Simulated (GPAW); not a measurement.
# Li2O (Fm-3m) in GPAW: single point with PBE

Aim: the single point of Li2O with PBE.

All numbers are computed with GPAW 26.7.0; they aren't measurements. Logs are shortened: lines on timing, memory, paths and dates and some standing lists are left out, and cuts for length are marked. The log counts tension as positive stress, the text compression.

## (1) The crystal as given

The structure is cubic, space group Fm-3m (No. 225). Conventional cell: a = 4.654 Å, b = 4.654 Å, c = 4.654 Å, α = 90.00°, β = 90.00°, γ = 90.00°. Around O (site symmetry m-3m) lie 8 Li at 2.02 Å. Around Li (site symmetry -43m) lie 4 O at 2.02 Å.

The cell comes from a database or a generator and needn't be the stable form of this composition.

## (2) Single point, PBE

Input file run.py:

```python
import spglib
from ase import Atoms
from ase.dft.bandgap import bandgap
from ase.io import read, write
from ase.units import GPa
from gpaw import GPAW, PW

atoms = read('Li2O.cif')
cell, positions, numbers = spglib.find_primitive(
    (atoms.cell[:], atoms.get_scaled_positions(), atoms.numbers), symprec=1e-4)
atoms = Atoms(numbers, cell=cell, scaled_positions=positions, pbc=True)

calc = GPAW(mode=PW(650),
            xc='PBE',
            kpts={'size': (8, 8, 8), 'gamma': True},
            occupations={'name': 'fermi-dirac', 'width': 0.05},
            nbands=12,
            maxiter=120,
            txt='gpaw.txt')
atoms.calc = calc
energy = atoms.get_potential_energy()
forces = atoms.get_forces()
stress = atoms.get_stress()
calc.write('gs.gpw')
write('result.traj', atoms)
print(f'Energy: {energy:.6f} eV')
print('Forces (eV/A):')
print(forces.round(4))
print('Stress (GPa):', (stress / GPa).round(3))
print('Fermi level:', round(calc.get_fermi_level(), 4), 'eV')
print(f'Gap: {bandgap(calc)[0]:.4f} eV, direct: {bandgap(calc, direct=True)[0]:.4f} eV')
```

Input file Li2O.cif:

```cif
data_Li2O
_cell_length_a 4.65370876
_cell_length_b 4.65370876
_cell_length_c 4.65370876
_cell_angle_alpha 90.00000000
_cell_angle_beta 90.00000000
_cell_angle_gamma 90.00000000
_space_group_name_H-M_alt 'Fm-3m'
_space_group_name_Hall '-F 4 2 3'
_space_group_IT_number 225
loop_
_space_group_symop_operation_xyz
'x,y,z'
'-x,-y,-z'
'-y,x,z'
'y,-x,-z'
'-x,-y,z'
'x,y,-z'
'y,-x,z'
'-y,x,-z'
'x,-y,-z'
'-x,y,z'
'-y,-x,-z'
'y,x,z'
'-x,y,-z'
'x,-y,z'
'y,x,-z'
'-y,-x,z'
'z,x,y'
'-z,-x,-y'
'z,-y,x'
'-z,y,-x'
'z,-x,-y'
'-z,x,y'
'z,y,-x'
'-z,-y,x'
'-z,x,-y'
'z,-x,y'
'-z,-y,-x'
'z,y,x'
'-z,-x,y'
'z,x,-y'
'-z,y,x'
'z,-y,-x'
'y,z,x'
'-y,-z,-x'
'x,z,-y'
'-x,-z,y'
'-y,z,-x'
'y,-z,x'
'-x,z,y'
'x,-z,-y'
'-y,-z,x'
'y,z,-x'
'-x,-z,-y'
'x,z,y'
'y,-z,-x'
'-y,z,x'
'x,-z,y'
'-x,z,-y'
'x,y+1/2,z+1/2'
'-x,-y+1/2,-z+1/2'
[... 63 lines left out ...]
'-z+1/2,-x,-y+1/2'
'z+1/2,-y,x+1/2'
'-z+1/2,y,-x+1/2'
'z+1/2,-x,-y+1/2'
'-z+1/2,x,y+1/2'
'z+1/2,y,-x+1/2'
'-z+1/2,-y,x+1/2'
'-z+1/2,x,-y+1/2'
'z+1/2,-x,y+1/2'
'-z+1/2,-y,-x+1/2'
'z+1/2,y,x+1/2'
'-z+1/2,-x,y+1/2'
'z+1/2,x,-y+1/2'
'-z+1/2,y,x+1/2'
'z+1/2,-y,-x+1/2'
'y+1/2,z,x+1/2'
'-y+1/2,-z,-x+1/2'
'x+1/2,z,-y+1/2'
'-x+1/2,-z,y+1/2'
'-y+1/2,z,-x+1/2'
'y+1/2,-z,x+1/2'
'-x+1/2,z,y+1/2'
'x+1/2,-z,-y+1/2'
'-y+1/2,-z,x+1/2'
'y+1/2,z,-x+1/2'
'-x+1/2,-z,-y+1/2'
'x+1/2,z,y+1/2'
'y+1/2,-z,-x+1/2'
'-y+1/2,z,x+1/2'
'x+1/2,-z,y+1/2'
'-x+1/2,z,-y+1/2'
'x+1/2,y+1/2,z'
'-x+1/2,-y+1/2,-z'
'-y+1/2,x+1/2,z'
'y+1/2,-x+1/2,-z'
'-x+1/2,-y+1/2,z'
'x+1/2,y+1/2,-z'
'y+1/2,-x+1/2,z'
'-y+1/2,x+1/2,-z'
'x+1/2,-y+1/2,-z'
'-x+1/2,y+1/2,z'
'-y+1/2,-x+1/2,-z'
'y+1/2,x+1/2,z'
'-x+1/2,y+1/2,-z'
'x+1/2,-y+1/2,z'
'y+1/2,x+1/2,-z'
'-y+1/2,-x+1/2,z'
'z+1/2,x+1/2,y'
'-z+1/2,-x+1/2,-y'
'z+1/2,-y+1/2,x'
'-z+1/2,y+1/2,-x'
'z+1/2,-x+1/2,-y'
'-z+1/2,x+1/2,y'
'z+1/2,y+1/2,-x'
'-z+1/2,-y+1/2,x'
'-z+1/2,x+1/2,-y'
'z+1/2,-x+1/2,y'
'-z+1/2,-y+1/2,-x'
'z+1/2,y+1/2,x'
'-z+1/2,-x+1/2,y'
'z+1/2,x+1/2,-y'
'-z+1/2,y+1/2,x'
'z+1/2,-y+1/2,-x'
'y+1/2,z+1/2,x'
'-y+1/2,-z+1/2,-x'
'x+1/2,z+1/2,-y'
'-x+1/2,-z+1/2,y'
'-y+1/2,z+1/2,-x'
'y+1/2,-z+1/2,x'
'-x+1/2,z+1/2,y'
'x+1/2,-z+1/2,-y'
'-y+1/2,-z+1/2,x'
'y+1/2,z+1/2,-x'
'-x+1/2,-z+1/2,-y'
'x+1/2,z+1/2,y'
'y+1/2,-z+1/2,-x'
'-y+1/2,z+1/2,x'
'x+1/2,-z+1/2,y'
'-x+1/2,z+1/2,-y'
loop_
_atom_site_label
_atom_site_type_symbol
_atom_site_symmetry_multiplicity
_atom_site_Wyckoff_symbol
_atom_site_fract_x
_atom_site_fract_y
_atom_site_fract_z
_atom_site_occupancy
O1 O 4 a 0.0000000000 0.0000000000 0.0000000000 1
Li1 Li 8 c 0.2500000000 0.7500000000 0.7500000000 1
```

Potentials or basis: GPAW PAW data sets (gpaw-data 1.2.1), pw.

On the command line:

```
$ OMP_NUM_THREADS=1 python run.py
```

gpaw.txt:

```text
__  _  _
 | _ |_)|_||  |
 |__||  | ||/\| - 26.7.0

Input parameters:
  mode=PW(ecut=650.0),
  kpts=MonkhorstPack(size=(8, 8, 8), gamma=True),
  maxiter=120,
  nbands=12,
  occupations=Occupations(name='fermi-dirac', width=0.05),
  xc=XC(name='PBE')

Diagonalizing LCAO Hamiltonian
Converting LCAO to pw mode

                  Li

           Li

       O

Atoms  # Å, Bohr magnetons
|   | symbol |        x |        y |        z |    initial magnetic moments |
|---|--------|----------|----------|----------|-----------------------------|
| 0 |      O | 0.000000 | 0.000000 | 0.000000 | ( 0.0000,  0.0000,  0.0000) |
| 1 |     Li | 1.163427 | 1.163427 | 1.163427 | ( 0.0000,  0.0000,  0.0000) |
| 2 |     Li | 3.490282 | 3.490282 | 3.490282 | ( 0.0000,  0.0000,  0.0000) |

Unit cell  # Å
| periodic |        x |        y |        z |  lengths |    angles |
|----------|----------|----------|----------|----------|-----------|
|      yes | 0.000000 | 2.326854 | 2.326854 | 3.290669 | 60.000000 |
|      yes | 2.326854 | 0.000000 | 2.326854 | 3.290669 | 60.000000 |
|      yes | 2.326854 | 2.326854 | 0.000000 | 3.290669 | 60.000000 |

Number of symmetries: 48
Symmetry operations  # r_c * U_cc + t_c -> r_c
|    | kind |            matrix            |
|----|------|------------------------------|
|  0 |  σ   |  1, 0, 0,  1, 0,-1,  1,-1, 0 |
|  1 |  C2  |  1, 0, 0,  1,-1, 0,  1, 0,-1 |
|  2 |  E   |  1, 0, 0,  0, 1, 0,  0, 0, 1 |
|  3 |  σ   |  1, 0, 0,  0, 0, 1,  0, 1, 0 |
|  4 |  C4  |  1, 0,-1,  1, 0, 0,  1,-1, 0 |
|  5 |  S6  |  1, 0,-1,  1,-1, 0,  1, 0, 0 |
|  6 |  σ   |  1, 0,-1,  0, 1,-1,  0, 0,-1 |
|  7 |  C3  |  1, 0,-1,  0, 0,-1,  0, 1,-1 |
|  8 |  S6  |  1,-1, 0,  1, 0, 0,  1, 0,-1 |
|  9 |  C4  |  1,-1, 0,  1, 0,-1,  1, 0, 0 |
| 10 |  C3  |  1,-1, 0,  0,-1, 1,  0,-1, 0 |
| 11 |  σ   |  1,-1, 0,  0,-1, 0,  0,-1, 1 |
| 12 |  σ   |  0, 1, 0,  1, 0, 0,  0, 0, 1 |
| 13 |  C4  |  0, 1, 0,  0, 1,-1, -1, 1, 0 |
| 14 |  C3  |  0, 1, 0,  0, 0, 1,  1, 0, 0 |
| 15 |  S6  |  0, 1, 0, -1, 1, 0,  0, 1,-1 |
| 16 |  C2  |  0, 1,-1,  1, 0,-1,  0, 0,-1 |
| 17 |  σ   |  0, 1,-1,  0, 1, 0, -1, 1, 0 |
| 18 |  S4  |  0, 1,-1,  0, 0,-1,  1, 0,-1 |
| 19 |  C4  |  0, 1,-1, -1, 1, 0,  0, 1, 0 |
| 20 |  C3  |  0, 0, 1,  1, 0, 0,  0, 1, 0 |
| 21 |  σ   |  0, 0, 1,  0, 1, 0,  1, 0, 0 |
| 22 |  S6  |  0, 0, 1,  0,-1, 1, -1, 0, 1 |
| 23 |  C4  |  0, 0, 1, -1, 0, 1,  0,-1, 1 |
| 24 |  S4  |  0, 0,-1,  1, 0,-1,  0, 1,-1 |
| 25 |  C3  |  0, 0,-1,  0, 1,-1,  1, 0,-1 |
| 26 |  C2  |  0, 0,-1,  0,-1, 0, -1, 0, 0 |
| 27 |  S6  |  0, 0,-1, -1, 0, 0,  0,-1, 0 |
| 28 |  S4  |  0,-1, 1,  1,-1, 0,  0,-1, 0 |
| 29 |  C4  |  0,-1, 1,  0, 0, 1, -1, 0, 1 |
| 30 |  C2  |  0,-1, 1,  0,-1, 0,  1,-1, 0 |
| 31 |  σ   |  0,-1, 1, -1, 0, 1,  0, 0, 1 |
| 32 |  C3  |  0,-1, 0,  1,-1, 0,  0,-1, 1 |
| 33 |  S6  |  0,-1, 0,  0, 0,-1, -1, 0, 0 |
| 34 |  S4  |  0,-1, 0,  0,-1, 1,  1,-1, 0 |
| 35 |  C2  |  0,-1, 0, -1, 0, 0,  0, 0,-1 |
| 36 |  C2  | -1, 1, 0,  0, 1, 0,  0, 1,-1 |
| 37 |  S6  | -1, 1, 0,  0, 1,-1,  0, 1, 0 |
| 38 |  S4  | -1, 1, 0, -1, 0, 1, -1, 0, 0 |
| 39 |  C3  | -1, 1, 0, -1, 0, 0, -1, 0, 1 |
| 40 |  S6  | -1, 0, 1,  0, 0, 1,  0,-1, 1 |
| 41 |  C2  | -1, 0, 1,  0,-1, 1,  0, 0, 1 |
| 42 |  C3  | -1, 0, 1, -1, 1, 0, -1, 0, 0 |
| 43 |  S4  | -1, 0, 1, -1, 0, 0, -1, 1, 0 |
| 44 |  C2  | -1, 0, 0,  0, 0,-1,  0,-1, 0 |
| 45 |  i   | -1, 0, 0,  0,-1, 0,  0, 0,-1 |
| 46 |  σ   | -1, 0, 0, -1, 1, 0, -1, 0, 1 |
| 47 |  C2  | -1, 0, 0, -1, 0, 1, -1, 1, 0 |

BZ-sampling:
  Number of BZ points: 512
  Number of IBZ points: 29

  Monkhorst-Pack size: [8, 8, 8]
  Monkhorst-Pack shift: [0.0625, 0.0625, 0.0625]

K-points  # in reciprocal-cell coordinates
|     |                                coordinates |     weight |
|-----|--------------------------------------------|------------|
|   0 | (  0.00000000,   0.00000000,   0.00000000) | 0.00195312 |
|   1 | (  0.12500000,   0.12500000,   0.00000000) | 0.01171875 |
|   2 | (  0.12500000,   0.12500000,   0.12500000) | 0.01562500 |
|   3 | (  0.25000000,   0.12500000,   0.12500000) | 0.02343750 |
|   4 | (  0.25000000,   0.25000000,   0.00000000) | 0.01171875 |
|   5 | (  0.25000000,   0.25000000,   0.12500000) | 0.04687500 |
|   6 | (  0.25000000,   0.25000000,   0.25000000) | 0.01562500 |
|   7 | (  0.37500000,   0.25000000,  -0.37500000) | 0.04687500 |
|   8 | (  0.37500000,   0.25000000,   0.12500000) | 0.04687500 |
|   9 | (  0.37500000,   0.25000000,   0.25000000) | 0.04687500 |
| ... |                                            |            |
|  28 | (  0.50000000,   0.50000000,   0.50000000) | 0.00781250 |

Plane wave coefficients: 960
Cutoff: 650.0 eV

Spin-components: 1 (collinear spins)
Bands:           12
Projectors:      11
Spin-degeneracy: 2
Datatype:        complex128

Parallelization:
  kpt:    1
  domain: 1
  band:   1

Density:
  Valence electrons: 8.0
  Components: 1
  Grid points: [20 20 20]
  Charge: 0.0  # |e|

Potential:
  Grid points: [20 20 20]

species:
  O:
    name:    Oxygen
    Z:       8.0
    valence: 6
    core:    2
    charge:  0.0  # [|e|]
    compensation charges:
      type: gauss
      rc: 0.21  # [Å]
      lmax: 2
    cutoffs:
      filter: 1.17  # [Å]
      core: 0.83  # [Å]
    projectors
    | kind |    occ | energy [eV] | rcut [Å] |
    |------|--------|-------------|----------|
    |   2s |  2.000 |     -23.961 |    0.688 |
    |   2p |  4.000 |      -9.029 |    0.598 |
    |    s |        |       3.251 |    0.688 |
    |    p |        |      18.182 |    0.598 |
    |    d |        |       0.000 |    0.619 |

    Using partial waves for O as LCAO basis

  Li:
    name:    Lithium
    Z:       3.0
    valence: 1
    core:    2
    charge:  0.0  # [|e|]
    compensation charges:
      type: gauss
      rc: 0.33  # [Å]
      lmax: 2
    cutoffs:
      filter: 1.91  # [Å]
      core: 2.55  # [Å]
    projectors
    | kind |    occ | energy [eV] | rcut [Å] |
    |------|--------|-------------|----------|
    |   2s |  1.000 |      -2.874 |    1.058 |
    |   2p |  0.000 |      -1.090 |    1.058 |
    |    s |        |      24.337 |    1.058 |

    Using partial waves for Li as LCAO basis

Reference energy: -2446.427942  # eV

eigensolver:
  PPCG
  Converge bands: occupied
  niter=2

density mixing:
  MSR1-Mixer
  Pratt-step length: 0.05
  Maximum mixing coefficient: 0.75
  Old densities: 10
  SVD Regularization: 0.005
  Good broyden scale: 1.0
  Trust region scale: 1.0
  Backstep threshold: 4.0
  History deletion threshold: 6.0
  Fourier metric: weight=20.0, sigma=0.015

occupation numbers:
  Fermi-Dirac:
    width: 0.0500  # eV

poisson solver:
  ecut: 5200.0  # eV

xc functional:
  name: PBE with 2 nearest neighbor stencil

convergence criteria:
- Maximum [total energy] change in last 3 cyles: 0.0005 eV / valence electron
- Maximum integral of absolute [dens]ity change: 0.0001 electrons / valence electron
- Maximum integral of absolute [eigenst]ate change: 4e-08 eV^2 / valence electron
maximum number of iterations: 120

SCF iterations
|iter     | |      energy | eigst |  dens |
|---------|-|-------------|-------|-------|
|iter:   1| |  -15.221300 | -0.24 |       |
|iter:   2| |  -14.996116 | -2.63 | -0.75 |
|iter:   3| |  -14.399721 | -1.67 | -0.80 |
|iter:   4| |  -14.396775 | -3.16 | -1.24 |
|iter:   5| |  -14.403903 | -3.08 | -1.50 |
|iter:   6| |  -14.404019 | -5.65 | -2.60 |
|iter:   7| |  -14.404052c| -5.87 | -2.95 |
|iter:   8| |  -14.404053c| -8.37c| -4.25c|

Converged in 8 steps
Energy contributions relative to reference atoms: (reference = -2446.427942)

Energy contributions:
  Kinetic:          15.760305
  Coulomb:         -14.404109
  Zero:              0.191150
  External:          0.000000
  Xc:              -15.951398
  Entropy:          -0.000000
  Spinorbit:         0.000000
  ----------------------------
  Free energy:     -14.404053
  Extrapolated:    -14.404053

dipole moment: (-13.053661, -13.053661, -13.053661)  # |e|*Ang

Fermi level: 2.825
Eigenvalues  # (at kpt = [0.000, 0.000, 0.000])
| band index |      eig [eV] | occ [0-2] |
|------------|---------------|-----------|
|          0 |       -14.198 |     2.000 |
|          1 |         1.237 |     2.000 |
|          2 |         1.237 |     2.000 |
|          3 |         1.237 |     2.000 |
|          4 |         6.327 |     0.000 |
|          5 |        13.067 |     0.000 |
|          6 |        13.067 |     0.000 |
|          7 |        13.067 |     0.000 |
|          8 |        20.116 |     0.000 |
|          9 |        20.116 |     0.000 |
|         10 |        20.116 |     0.000 |
|         11 |        28.496 |     0.000 |

Gap: 4.928 eV
Transition (v -> c):
  (s=0, k=0, n=3, [0.00, 0.00, 0.00]) -> (s=0, k=24, n=4, [0.50, 0.50, 0.00])
Direct/indirect transitions are different
Direct gap: 5.090 eV
Transition at: (s=0, k=0, n=3, [0.00, 0.00, 0.00])

Forces  # eV/Ang
|        x |        y |        z |
|----------|----------|----------|
| -0.00000 | -0.00000 | -0.00000 |  # O    0
|  0.00000 | -0.00000 | -0.00000 |  # Li   1
|  0.00000 | -0.00000 | -0.00000 |  # Li   2

Stress tensor  # eV/Ang^3
|        x |        y |        z |
|----------|----------|----------|
| 0.003386 | 0.000000 | 0.000000 |
| 0.000000 | 0.003386 | 0.000000 |
| 0.000000 | 0.000000 | 0.003386 |

# Writing to gs.gpw (mode='')
```

Wall time 6.9 s (1 thread of Arm Neoverse V1, shared host); peak memory 0.14 GiB.

Results:

```
Free energy            : -14.4041 eV
Pressure               : -0.5 GPa
Band gap on the k mesh : 4.93 eV, indirect (least direct gap 5.09 eV)
```

Caveat: the cutoff is short for stress and forces, so pressures can be off by a GPa or more. As with any semilocal functional, this PBE gap is likely too small.
